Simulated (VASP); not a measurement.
Input of a VASP 6.6.1 run:

INCAR

```
SYSTEM = TePb
PREC = Accurate ; ENCUT = 600
EDIFF = 1E-6 ; ISMEAR = 0
SIGMA = 0.1 ; LREAL = .FALSE.
LASPH = .TRUE. ; NELM = 60
ALGO = Fast ; ISIF = 3
LWAVE = .FALSE. ; LCHARG = .FALSE.
GGA = PE ; IBRION = 2
NSW = 80 ; EDIFFG = -0.05
PSTRESS = 176.0
```

Contents of KPOINTS:

```
regular mesh
0
G
  6 6 6
  0 0 0
```

File POSCAR:

```
TePb
1.0
    3.6817904144      0.0000000000      0.0000000000
    0.0000000000      3.6817904144      0.0000000000
    0.0000000000      0.0000000000      3.6817904144
Te Pb
1 1
Direct
    0.5000000000      0.5000000000      0.5000000000
    0.0000000000      0.0000000000      0.0000000000
```

Potentials or basis: VASP PAW PBE potentials, release 64 (Te, Pb_d).

Run with:

```sh
$ cat potpaw_PBE.64/Te/POTCAR potpaw_PBE.64/Pb_d/POTCAR > POTCAR
$ mpirun -np 1 vasp_std > vasp.out
```

Task: What does it give for the band gap on the k mesh?

Result: None (metal or under the smearing width).

Final structure:
```
Te Pb
1.0
     3.68179    0.00000    0.00000
     0.00000    3.68179    0.00000
     0.00000    0.00000    3.68179
Te Pb
1 1
Cartesian
  1.8409 1.8409 1.8409
  0.0000 0.0000 0.0000
```

Caveat: the relaxation stopped at its first step, so nothing moved. The run has no spin-orbit coupling, so splittings on Pb, Te are missing.
